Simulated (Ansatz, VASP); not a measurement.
# One calculation of Fe, two programs

```
Fe
1.0
     2.87800    0.00000    0.00000
     0.00000    2.87800    0.00000
     0.00000    0.00000   25.07300
Fe
8
Direct
  0.50000 0.50000 0.29913
  0.00000 0.00000 0.35652
  0.50000 0.50000 0.41391
  0.00000 0.00000 0.47130
  0.50000 0.50000 0.52870
  0.00000 0.00000 0.58609
  0.50000 0.50000 0.64348
  0.00000 0.00000 0.70087
```

Alike in both runs: task single point; functional PBE; k mesh 9 × 9 × 1; occupations fermi-dirac, width 0.05 eV; collinear spin, ferromagnetic start.

```csv
,VASP,Ansatz
version,VASP 6.6.1,Ansatz 0.2.0
potentials or method,"VASP PAW PBE potentials, release 64 (Fe)",Ansatz PAW
plane-wave cutoff (eV),520,420
valence electrons in the cell,64,128
```

|  | VASP | Ansatz | Ansatz less VASP |
| --- | --- | --- | --- |
| gap on the k mesh at the Fermi level (eV) | none | none | - |
| rms of the force components (eV/Å) | 0.180 | 0.174 | -0.0059 |
| net moment per atom (μB) | 2.60 | 2.59 | -0.010 |
| size of the moment on the site where the two differ most (μB) | 2.44 | 2.47 | +0.036 |
| work function, face that differs most (eV) | 3.72 | 3.86 | +0.138 |

Site moments also hang on the region over which each program counts them. Atom by atom the forces differ by 0.010 eV/Å (rms over components). A gap of «none» marks a metal or a gap that the smearing closes. The two sets of potentials don't hold the same shells in valence.
